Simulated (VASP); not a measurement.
Write the native input for VASP 6.6.1 that does the following.

```yaml
Task: single point
Functional: PBE
Potentials_or_basis: VASP PAW PBE potentials, release 64 (Te)
Cutoff: 520 eV
k_mesh: 10 × 10 × 10
Occupations: fermi-dirac, width 0.05 eV
Spin: no spin polarisation
Further_INCAR_settings: ALGO = Normal; EDIFF = 1e-07; NBANDS = 13
```

The structure of Te lies in POSCAR:

```
Te
1.0
   -2.9577914636      3.8759656627      1.5351528885
    2.9577914636     -3.8759656627      1.5351528885
    2.9577914636      3.8759656627     -1.5351528885
Te
2
Direct
    0.0009290200      0.7509290200      0.2500000000
    0.9990709800      0.2490709800      0.7500000000
```

This isn't the form of Te at room conditions, which is trigonal, of chains.

These files were run (other wordings do the same):

INCAR

```
SYSTEM = Te
PREC = Accurate
ENCUT = 520
EDIFF = 1E-7
ISMEAR = -1
SIGMA = 0.05
LREAL = .False.
LASPH = .True.
NELM = 80
ALGO = Normal
ISIF = 2
LWAVE = .False.
LCHARG = .False.
GGA = PE
NBANDS = 13
```

KPOINTS

```
Automatic mesh
0
Gamma
  10 10 10
  0 0 0
```

Potentials or basis: VASP PAW PBE potentials, release 64 (Te).

The run is started by

```bash
$ cat potpaw_PBE.64/Te/POTCAR > POTCAR
$ mpirun -np 1 vasp_std > vasp.out
```

It gave:

```yaml
Pressure: 0.6 GPa
Band_gap_on_the_k_mesh: none (metal or under the smearing width)
```

Run time: 2.2 min on 1 thread of Intel(R) Xeon(R) Platinum 8259CL CPU @ 2.50GHz (Skylake/Cascade Lake), with other jobs on the host, peak memory 0.32 GiB.
